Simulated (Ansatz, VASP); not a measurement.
**GaN in VASP and in Ansatz**

```
Ga N
1.0
     0.00000    2.24918    2.24918
     2.24918    0.00000    2.24918
     2.24918    2.24918    0.00000
Ga N
1 1
Direct
  0.00000 0.00000 0.00000
  0.75000 0.75000 0.75000
```

Alike in both runs: functional PBEsol; k mesh 10 × 10 × 10; occupations gaussian, width 0.02 eV; no spin polarisation.

Ansatz relaxed the structure, and its values are those at the end. VASP's run is a single point on that final structure, the one shown.

```csv
,VASP,Ansatz
version,VASP 6.6.1,Ansatz 0.2.0
potentials or method,"VASP PAW PBE potentials, release 64 (Ga_d, N)","scalar-relativistic, plane waves, PAW"
plane-wave cutoff (eV),520,420
valence electrons in the cell,18,18
```

Ansatz gave:

```
gap on the k mesh at the Fermi level (eV) : 1.70
least direct gap on the mesh (eV)         : 1.70
pressure (GPa)                            : 0.0
```

Q: Estimate VASP's values.

A: gap on the k mesh at the Fermi level (eV): 1.72; least direct gap on the mesh (eV): 1.72; pressure (GPa): -0.3.

Ansatz warned: «pseudo_functional_mismatch».

Caveats: the PAW data sets were made with another functional, which shifts forces and pressure a little (VASP). PBEsol gaps usually lie below the measured ones, often by a third to a half.
